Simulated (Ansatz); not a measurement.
Free-standing chains of the atoms of Cd, named by their start (strip: triangular double chain, ladder: square double chain); atoms and period are relaxed, and energies count from relaxed bulk Cd (P6_3/mmc, 22.94 Å³/atom, gap on the mesh 0.00 eV).

These are results of DFT PBE, scalar-relativistic, plane waves, PAW in Ansatz 0.2.0, not measurements.

Settings: cutoff 420 eV, Γ-centred mesh 1×1×24 on the computed 1-atom cell, Gaussian smearing of 0.05 eV; collinear spin from starting moments 0.5 μB.

Start (linear chain):

```yaml
crystal:
  lattice:
    - [9.00000, 0.00000, 0.00000]
    - [0.00000, 9.30000, 0.00000]
    - [0.00000, 0.00000, 2.71336]
  atoms:
    - { symbol: Cd, position: [0.50000, 0.50000, 0.00000] }
```

Q: Relax it.

A: The free energy falls by 84 meV/atom.

| Property | Result |
| --- | --- |
| excess energy (eV per host atom) | 0.654 |
| period (Å) | 3.239 |
| gap on the mesh (eV) | 0.94 |
| highest filled level or Fermi level under vacuum (eV) | 3.54 |
| size of the moment (μB per cell) | 0.00 |

Relaxed structure:
```yaml
crystal:
  lattice:
    - [9.00000, 0.00000, 0.00000]
    - [0.00000, 9.30000, 0.00000]
    - [0.00000, 0.00000, 3.23932]
  atoms:
    - { symbol: Cd, position: [0.50000, 0.50000, 0.00000] }
```

Each run keeps its start's symmetry and one magnetic start, so lower states can exist.

It took 44 s on 2 threads of Arm Neoverse V1, with other jobs on the host, peak memory 0.48 GiB.